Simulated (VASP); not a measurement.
# Ti (Fm-3m) in VASP: notebook

The runs below take Ti through single point, relaxation of cell and atoms, with PBE, RPBE+D3(BJ).

Everything below comes from runs of VASP 6.6.1. Logs are shortened: lines on timing, memory, paths and dates and some standing lists are left out, and cuts for length are marked.

## Step 1: Starting point

The structure is cubic, space group Fm-3m (No. 225). The conventional cell has a = 4.060 Å, b = 4.060 Å, c = 4.060 Å, α = 90.00°, β = 90.00°, γ = 90.00°. Ti (site symmetry m-3m) is surrounded by 12 Ti at 2.87 Å.

This isn't the form of Ti at room conditions, which is hcp.

## Step 2: Single point, PBE

Input file INCAR:

```
PREC = Accurate
ENCUT = 520
EDIFF = 1E-7
ISMEAR = 0
SIGMA = 0.02
LREAL = False
LASPH = True
NELM = 60
ALGO = Fast
ISIF = 2
LWAVE = False
LCHARG = False
GGA = PE
NBANDS = 12
```

Input file KPOINTS:

```
regular mesh
0
Gamma
  11 11 11
```

Input file POSCAR:

```
Ti
1.0
    0.0000000000      2.0300000000      2.0300000000
    2.0300000000      0.0000000000      2.0300000000
    2.0300000000      2.0300000000      0.0000000000
Ti
1
Cartesian
    0.0000000000      0.0000000000      0.0000000000
```

Potentials or basis: VASP PAW PBE potentials, release 54 (Ti_sv).

The run is started by

```
cat potpaw_PBE.54/Ti_sv/POTCAR > POTCAR
mpirun -np 1 vasp_std > vasp.out
```

OUTCAR:

```text
PREC = Accurate
   ENCUT = 520
   EDIFF = 1E-7
   ISMEAR = 0
   LREAL = False
   LASPH = True
   NELM = 60
   ISIF = 2
   GGA = PE

 ion  position               nearest neighbor table
   1  0.000  0.000  0.000-

  LATTYP: Found a face centered cubic cell.
 ALAT       =     4.0600000000

  Lattice vectors:

 A1 = (   0.0000000000,   2.0300000000,   2.0300000000)
 A2 = (   2.0300000000,   0.0000000000,   2.0300000000)
 A3 = (   2.0300000000,   2.0300000000,   0.0000000000)

Analysis of symmetry for initial positions (statically):
=====================================================================
 Subroutine PRICEL returns:
 Original cell was already a primitive cell.

 Routine SETGRP: Setting up the symmetry group for a
 face centered cubic supercell.

 Subroutine GETGRP returns: Found 48 space group operations
 (whereof 48 operations were pure point group operations)
 out of a pool of 48 trial point group operations.

The static configuration has the point symmetry O_h .

Analysis of symmetry for dynamics (positions and initial velocities):
=====================================================================
 Subroutine PRICEL returns:
 Original cell was already a primitive cell.

 Routine SETGRP: Setting up the symmetry group for a
 face centered cubic supercell.

 Subroutine GETGRP returns: Found 48 space group operations
 (whereof 48 operations were pure point group operations)
 out of a pool of 48 trial point group operations.

The dynamic configuration has the point symmetry O_h .

 Subroutine INISYM returns: Found 48 space group operations
 (whereof 48 operations are pure point group operations),
 and found     1 'primitive' translations

----------------------------------------------------------------------------------------

                                     Primitive cell

  volume of cell :      16.7309

  direct lattice vectors                    reciprocal lattice vectors
     0.000000000  2.030000000  2.030000000    -0.246305419  0.246305419  0.246305419
     2.030000000  0.000000000  2.030000000     0.246305419 -0.246305419  0.246305419
     2.030000000  2.030000000  0.000000000     0.246305419  0.246305419 -0.246305419

  length of vectors
     2.870853532  2.870853532  2.870853532     0.426613499  0.426613499  0.426613499

  position of ions in fractional coordinates (direct lattice)
     0.000000000  0.000000000  0.000000000

  ion indices of the primitive-cell ions
   primitive index   ion index
                 1           1

----------------------------------------------------------------------------------------

 KPOINTS: regular mesh

Automatic generation of k-mesh.
 Grid dimensions read from file:
 generate k-points for:   11   11   11

 Generating k-lattice:

  Cartesian coordinates                     Fractional coordinates (reciprocal lattice)
    -0.022391402  0.022391402  0.022391402     0.090909091  0.000000000  0.000000000
     0.022391402 -0.022391402  0.022391402     0.000000000  0.090909091  0.000000000
     0.022391402  0.022391402 -0.022391402     0.000000000  0.000000000  0.090909091

  Length of vectors
     0.038783045  0.038783045  0.038783045

  Shift w.r.t. Gamma in fractional coordinates (k-lattice)
     0.000000000  0.000000000  0.000000000

 Subroutine IBZKPT returns following result:
 ===========================================

 Found     56 irreducible k-points:

 Following reciprocal coordinates:
            Coordinates               Weight
  0.000000  0.000000  0.000000      1.000000
  0.090909  0.000000  0.000000      8.000000
  0.181818  0.000000  0.000000      8.000000
  0.272727  0.000000  0.000000      8.000000
  0.363636  0.000000  0.000000      8.000000
  0.454545  0.000000  0.000000      8.000000
[... 42 lines left out ...]
 -0.363636  0.363636  0.090909     48.000000
 -0.272727  0.363636  0.090909     24.000000
 [... further k-points ...]
   k-points           NKPTS =     56   k-points in BZ     NKDIM =     56   number of bands    NBANDS=     12
   number of dos      NEDOS =    301   number of ions     NIONS =      1
   total plane-waves  NPLWV =  13824
   dimension x,y,z NGX =    24 NGY =   24 NGZ =   24
   dimension x,y,z NGXF=    48 NGYF=   48 NGZF=   48
   ions per type =               1
   NGX,Y,Z   is equivalent  to a cutoff of  13.90, 13.90, 13.90 a.u.
   NGXF,Y,Z  is equivalent  to a cutoff of  27.80, 27.80, 27.80 a.u.
 SYSTEM =  unknown system
   PREC   = accura    normal or accurate (medium, high low for compatibility)
   ISTART =      0    job   : 0-new  1-cont  2-samecut
   ICHARG =      2    charge: 1-file 2-atom 10-const
   ISPIN  =      1    spin polarized calculation?
   LNONCOLLINEAR =      F non collinear calculations
   LSORBIT =      F    spin-orbit coupling
   LASPH  =      T    aspherical Exc in radial PAW
   ENCUT  =  520.0 eV  38.22 Ry    6.18 a.u.   5.34  5.34  5.34*2*pi/ulx,y,z
   NELM   =     60;   NELMIN=  2; NELMDL= -5     # of ELM steps
   EDIFF  = 0.1E-06   stopping-criterion for ELM
   LREAL  =      F    real-space projection
   EDIFFG = 0.1E-05   stopping-criterion for IOM
   NSW    =      0    number of steps for IOM
   IBRION =     -1    ionic relax: 0-MD 1-quasi-New 2-CG
   NFREE  =      0    steps in history (QN), initial steepest desc. (CG)
   ISIF   =      2    stress and relaxation
   ISYM   =      2    0-nonsym 1-usesym 2-fastsym
   POTIM  = 0.5000    time-step for ionic-motion
   TEBEG  =    0.0;   TEEND  =   0.0 temperature during run
   PSTRESS=    0.0 pullay stress
   NELECT =      12.0000    total number of electrons
   NUPDOWN=      -1.0000    fix difference up-down
   EMIN   =  10.00;   EMAX   =-10.00  energy-range for DOS
   EFERMI =   0.00;   METHOD = LEGACY
   ISMEAR =     0;   SIGMA  =   0.02  broadening in eV -4-tet -1-fermi 0-gaus
   EFERMI_NEDOS =   21; number of points for ismear=-14 and -15
   IALGO  =     68    algorithm
   IMIX   =      4    mixing-type and parameters
     AMIX     =   0.40;   BMIX     =  1.00
     AMIX_MAG =   1.60;   BMIX_MAG =  1.00
  volume/ion in A,a.u.               =      16.73       112.91
  Fermi-wavevector in a.u.,A,eV,Ry     =   1.465421  2.769245 29.217967  2.147460
  Thomas-Fermi vector in A             =   2.581280
   LORBIT       =      0    0 simple, 1 ext, 2 COOP (PROOUT), +10 PAW based schemes
   GGA     = PE    functional components
   LHFCALC =     F    Hartree Fock is set to
   AEXX    =    0.0000 exact exchange contribution
   IVDW    =     0    specifies the selected vdW correction
   LEPSILON=     F    determine dielectric tensor
   LRPA    =     F    only Hartree local field effects (RPA)
 non-spin polarized calculation
 RMM-DIIS sequential band-by-band and
 Gauss-broadening in eV      SIGMA  =   0.02
  energy-cutoff  :      520.00
  volume of cell :       16.73
 maximum number of plane-waves:       463
 NGX is ok and might be reduce to    24
   NGX = 11   NGY = 11   NGZ = 11

 number of electron      12.0000002 magnetization

 Free energy of the ion-electron system (eV)
  ---------------------------------------------------
  ext. energy  EPLUGINS =         0.00000000
  ---------------------------------------------------
  free energy    TOTEN  =        -7.77575550 eV

  energy without entropy =       -7.77571465  energy(sigma->0) =       -7.77573508

 E-fermi :   8.6107     XC(G=0): -11.6716

 val. band max:        8.5948410303   @ k =   0.1818   0.1818   0.0000
 cond. band min:       8.6539954641   @ k =   0.2727   0.0000   0.0000
 fundamental gap:      0.0591544338
 Fermi energy:         8.6106511270

 k-point     1 :       0.0000    0.0000    0.0000
  band No.  band energies     occupation
      1     -47.9932      2.00000
      2     -23.8082      2.00000
      3     -23.8082      2.00000
      4     -23.8082      2.00000
      5       2.4390      2.00000
      6       9.5416      0.00000
      7       9.5416      0.00000
      8       9.5416      0.00000
      9      11.2607      0.00000
     10      11.2607      0.00000
     11      24.0813      0.00000
     12      28.7362      0.00000

 k-point     2 :       0.0909    0.0000    0.0000
  band No.  band energies     occupation
      1     -47.9820      2.00000
      2     -23.8705      2.00000
      3     -23.8159      2.00000
      4     -23.8159      2.00000
      5       2.7144      2.00000
      6       9.3723      0.00000
      7       9.6386      0.00000
      8       9.6386      0.00000
      9      11.1994      0.00000
     10      11.1994      0.00000
     11      24.3007      0.00000
     12      26.9466      0.00000

 k-point     3 :       0.1818    0.0000    0.0000
  band No.  band energies     occupation
      1     -47.9520      2.00000
      2     -24.0354      2.00000
      3     -23.8365      2.00000
      4     -23.8365      2.00000
      5       3.4850      2.00000
      6       8.9826      0.00000
      7       9.8105      0.00000
      8       9.8105      0.00000
      9      11.1570      0.00000
     10      11.1570      0.00000
     11      23.7491      0.00000
     12      25.1873      0.00000
[... 526 lines left out ...]
 k-point    39 :       0.4545    0.1818    0.0909
  band No.  band energies     occupation
      1     -47.8595      2.00000
      2     -24.4053      2.00000
      3     -24.0018      2.00000
      4     -23.9129      2.00000
      5       6.0777      2.00000
      6       8.2420      2.00000
      7       9.0827      0.00000
      8      10.0762      0.00000
      9      11.7154      0.00000
     10      12.8670      0.00000
     11      19.2342      0.00000
     12      23.4294      0.00000

 k-point    40 :      -0.4545    0.1818    0.0909
  band No.  band energies     occupation
      1     -47.8399      2.00000
      2     -24.4928      2.00000
      3     -24.0185      2.00000
      4     -23.9343      2.00000
      5       6.5188      2.00000
      6       8.2826      2.00000
      7       9.1555      0.00000
      8       9.9271      0.00000
      9      12.2209      0.00000
     10      13.4967      0.00000
     11      17.3867      0.00000
     12      23.2290      0.00000

 [... further k-points ...]

------------------------ aborting loop because EDIFF is reached ----------------------------------------

  FORCE on cell =-STRESS in cart. coord.  units (eV):
  Direction    XX          YY          ZZ          XY          YZ          ZX
  --------------------------------------------------------------------------------------
  -------------------------------------------------------------------------------------
  Total        0.3654023      0.3654023      0.3654023      0.0000000      0.0000000      0.0000000
  in kB       34.9915994     34.9915994     34.9915994      0.0000000      0.0000000      0.0000000
  external PRESSURE =      34.9915994 kB  Pullay stress =       0.0000000 kB

 VOLUME and BASIS-vectors are now :
 -----------------------------------------------------------------------------
  energy-cutoff  :      520.00
  volume of cell :       16.73
      direct lattice vectors                 reciprocal lattice vectors
     0.000000000  2.030000000  2.030000000    -0.246305419  0.246305419  0.246305419
     2.030000000  0.000000000  2.030000000     0.246305419 -0.246305419  0.246305419
     2.030000000  2.030000000  0.000000000     0.246305419  0.246305419 -0.246305419

 POSITION                                       TOTAL-FORCE (eV/Angst)
 -----------------------------------------------------------------------------------
      0.00000      0.00000      0.00000         0.000000      0.000000      0.000000
 -----------------------------------------------------------------------------------
    total drift:                                0.000000      0.000000      0.000000

  FREE ENERGIE OF THE ION-ELECTRON SYSTEM (eV)
  ---------------------------------------------------
  free  energy   TOTEN  =        -7.7757555024 eV

  energy  without entropy=       -7.7757146480  energy(sigma->0) =       -7.77573508
```

Run time: 18 s. Hardware: 1 thread of Intel Xeon Platinum 8488C (Sapphire Rapids), shared host; peak memory 0.13 GiB.

What came out:

```
Free energy            : -7.7758 eV
Pressure               : 3.5 GPa
Band gap on the k mesh : none (metal or under the smearing width)
```

Levels at points of the mesh, in eV from the Fermi level:
| k point | band 2 | band 3 | band 4 | band 5 | band 6 | band 7 | band 8 | band 9 | band 10 | band 11 |
| --- | --- | --- | --- | --- | --- | --- | --- | --- | --- | --- |
| (0.00, 0.00, 0.00) | -32.42 | -32.42 | -32.42 | -6.17 | 0.93 | 0.93 | 0.93 | 2.65 | 2.65 | 15.47 |

## Step 3: Single point, PBE

Input file run.py:

```python
from ase.calculators.vasp import Vasp
from ase.dft.bandgap import bandgap
from ase.io import read

atoms = read('Ti.cif')
calc = Vasp(
    directory='calc',
    xc='pbe',
    pp='PBE',
    setups='recommended',
    pp_version='54',
    prec='Accurate',
    encut=520,
    ediff=1e-06,
    ismear=0,
    sigma=0.02,
    lreal=False,
    lasph=True,
    nelm=100,
    algo='Normal',
    isif=2,
    lwave=False,
    lcharg=True,
    lelf=True,
    lvhar=True,
    kpts=[11, 11, 11],
    gamma=True,
    nbands=12,
)
atoms.calc = calc

print('energy (eV):', atoms.get_potential_energy())
print('free energy (eV):', atoms.get_potential_energy(force_consistent=True))
print('forces (eV/A):')
print(atoms.get_forces())
print('stress (eV/A^3, Voigt):', atoms.get_stress())
print('Fermi level (eV):', calc.get_fermi_level())
gap, top, bottom = bandgap(calc)
print('band gap (eV):', gap, 'from (spin, k, band)', top, 'to', bottom)
```

Input file Ti.cif:

```cif
data_Ti
_cell_length_a 2.87085353
_cell_length_b 2.87085353
_cell_length_c 2.87085353
_cell_angle_alpha 60.00000000
_cell_angle_beta 60.00000000
_cell_angle_gamma 60.00000000
_space_group_name_H-M_alt 'P1'
_space_group_name_Hall 'P 1'
_space_group_IT_number 1
loop_
_space_group_symop_operation_xyz
'x,y,z'
loop_
_atom_site_label
_atom_site_type_symbol
_atom_site_symmetry_multiplicity
_atom_site_Wyckoff_symbol
_atom_site_fract_x
_atom_site_fract_y
_atom_site_fract_z
_atom_site_occupancy
Ti1 Ti 1 a 0.0000000000 0.0000000000 0.0000000000 1
```

Potentials or basis: VASP PAW PBE potentials, release 54 (Ti_sv).

The run is started by

```
python run.py
```

Run time: 15 s. Hardware: 1 thread of Intel Xeon Platinum 8488C (Sapphire Rapids), shared host; peak memory 0.13 GiB.

It converged, with:

```yaml
Free_energy: -7.7758 eV
Pressure: 3.5 GPa
Band_gap_on_the_k_mesh: none (metal or under the smearing width)
```

Levels at points of the mesh, in eV from the Fermi level:
```
           k point  band 2  band 3  band 4  band 5  band 6  band 7  band 8  band 9  band 10  band 11
(0.00, 0.00, 0.00)  -32.42  -32.42  -32.42   -6.17    0.93    0.93    0.93    2.65     2.65    15.47
```

## Step 4: Relaxation of cell and atoms, RPBE+D3(BJ) (cell strained at random at fixed volume)

Input file INCAR:

```
ALGO = Normal
EDIFF = 1E-7
EDIFFG = -0.02
ENCUT = 600
GGA = RP
IBRION = 2
ISIF = 3
ISMEAR = 1
IVDW = 12
LASPH = True
LCHARG = False
LREAL = False
LWAVE = False
NELM = 100
NSW = 60
PREC = Accurate
SIGMA = 0.1
```

Input file KPOINTS:

```
k-points
0
Gamma
  11 11 11
```

Input file POSCAR:

```
Ti
1.0
   -0.0286870000      2.0297410000      2.0220330000
    2.0334770000     -0.0189920000      2.0123390000
    2.0210800000      2.0076500000     -0.0065950000
Ti
1
Direct
    0.0000000000      0.0000000000      0.0000000000
```

Potentials or basis: VASP PAW PBE potentials, release 64 (Ti_sv).

The run is started by

```
cat potpaw_PBE.64/Ti_sv/POTCAR > POTCAR
mpirun -np 1 vasp_std > vasp.out
```

It took 6.1 min on 1 thread of Intel Xeon Platinum 8488C (Sapphire Rapids), shared host; peak memory 0.3 GiB.

It converged, with:

```yaml
Free_energy: -11.5229 eV
Relaxed_volume: 12.79 Å³/atom
Relaxed_cell: a = 2.619 Å, b = 2.626 Å, c = 2.631 Å, α = 59.78°, β = 60.00°, γ = 60.18°
Space_group_after_relaxing_to_0.05_Å: Fm-3m (No. 225)
Energy_gained_by_relaxing: 471.1 meV/atom
Ionic_steps: 8
Pressure_after_relaxing: 0.0 GPa
Band_gap_on_the_k_mesh: none (metal or under the smearing width)
Dispersion_energy_per_atom: -4.867 eV
```

Stress tensor (GPa, compression positive):
```
 0.09 -0.08 -0.04
-0.08  0.10  0.02
-0.04  0.02 -0.06
```

The path:
```
step  energy change (eV)  largest force (eV/Å)  pressure (GPa)  volume (Å³)
   1              0.0000                0.0000          -32.05        16.73
   2             -0.0144                0.0000           57.89         9.86
   3             -0.4701                0.0000           -1.31        12.90
   4             -0.4705                0.0000           -0.08        12.80
   5             -0.4704                0.0000            0.87        12.73
   6             -0.4710                0.0000           -0.61        12.85
   7             -0.4710                0.0000           -0.37        12.83
   8             -0.4711                0.0000            0.04        12.79
```

Final structure:
```cif
data_structure
_symmetry_space_group_name_H-M 'P 1'
_symmetry_Int_Tables_number 1
_cell_length_a 2.6194
_cell_length_b 2.6260
_cell_length_c 2.6313
_cell_angle_alpha 59.779
_cell_angle_beta 59.998
_cell_angle_gamma 60.181
_cell_volume 12.79
loop_
_atom_site_label
_atom_site_type_symbol
_atom_site_fract_x
_atom_site_fract_y
_atom_site_fract_z
_atom_site_occupancy
Ti1 Ti 0.00000 0.00000 0.00000 1
```

Levels at points of the mesh, in eV from the Fermi level:
```
           k point  band 4  band 5  band 6  band 7  band 8  band 9
(0.00, 0.00, 0.00)  -31.63   -6.60    1.00    1.05    1.09    3.45
```

Caveat: the PAW data sets were made with another functional, which shifts forces and pressure a little; pairwise dispersion overbinds metals, which lowers pressure and volume.

## Step 5: For comparison

An earlier run on the cell as given: functional PBE; potentials or basis VASP PAW PBE potentials, release 64 (Ti_sv); cutoff 520 eV; k mesh 11 × 11 × 11; occupations fermi-dirac, width 0.05 eV; no spin polarisation.

- Pressure: 3.9 GPa
- Band gap on the k mesh: none (metal or under the smearing width)

## Step 6: Summary

| task | level | potentials or basis | cell | cutoff (eV) | smearing | gap on the mesh (eV) | pressure (GPa) |
| --- | --- | --- | --- | --- | --- | --- | --- |
| single point | PBE | VASP PAW PBE potentials, release 54 (Ti_sv) | as given | 520 | gaussian 0.02 eV | none | 3.5 |
| relaxation of cell and atoms | RPBE+D3(BJ) | VASP PAW PBE potentials, release 64 (Ti_sv) | relaxed from: cell strained at random at fixed volume | 600 | methfessel-paxton 0.1 eV | none | 0.0 |
| single point | PBE | VASP PAW PBE potentials, release 64 (Ti_sv) | as given | 520 | fermi-dirac 0.05 eV | none | 3.9 |

Alike in all rows: no spin polarisation; k mesh 11 × 11 × 11.

Caveats: the PAW data sets were made with another functional, which shifts forces and pressure a little (some runs); pairwise dispersion overbinds metals, which lowers pressure and volume (some runs).

Absolute energies hang on the potentials; compare differences alone.
